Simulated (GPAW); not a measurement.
Runs of GPAW 26.7.0 on ZrSe2. Symmetry: P-3m1, No. 164, trigonal system. Conventional cell: a = 3.798 Å, b = 3.798 Å, c = 6.192 Å, α = 90.00°, β = 90.00°, γ = 120.00°. Zr (site symmetry -3m) has 6 Se at 2.68 Å as nearest neighbours. Se (site symmetry 3m) is surrounded by 3 Zr at 2.68 Å. 

```tsv
task	level	U	cutoff (eV)	smearing	response ecut	maxiter	response k mesh	response bands	kernels	gap on the mesh (eV)
dielectric tensor	PBE+U	Zr d U = 2.0 eV	400	fermi-dirac 0.001 eV	80 eV	150	16 × 16 × 9	42	["RPA"]	0.72
dielectric tensor	PBE+U	Zr d U = 8.0 eV	400	fermi-dirac 0.001 eV	80 eV	150	16 × 16 × 9	42	["RPA"]	(a)
single point	PBE	-	450	fermi-dirac 0.05 eV	-	120	-	-	-	0.43
dielectric tensor	PBE+U	Zr d U = 6.0 eV	400	fermi-dirac 0.001 eV	80 eV	150	16 × 16 × 9	42	["RPA"]	1.37
dielectric tensor	PBE+U	Zr d U = 4.0 eV	400	fermi-dirac 0.001 eV	80 eV	150	16 × 16 × 9	42	["RPA"]	1.04
dielectric tensor	PBE	-	400	fermi-dirac 0.001 eV	80 eV	150	16 × 16 × 9	42	["RPA"]	0.43
```

Alike in all rows: potentials or basis GPAW PAW data sets (gpaw-data 1.2.1), pw; no spin polarisation; cell as given; k mesh 7 × 7 × 4.

Task: Estimate the missing entries.

Result: (a) 1.68.

Caveats: an odd mesh through Γ misses points on the zone boundary, where band edges often lie; the long-wavelength limit can be off by several per cent where d states take part (some runs); response on these states lacks terms of the Hamiltonian (some runs); the gap is small at this level, which inflates the dielectric constant (some runs).

A k mesh can miss the band edges, and the runs leave out spin-orbit coupling on Se, Zr.
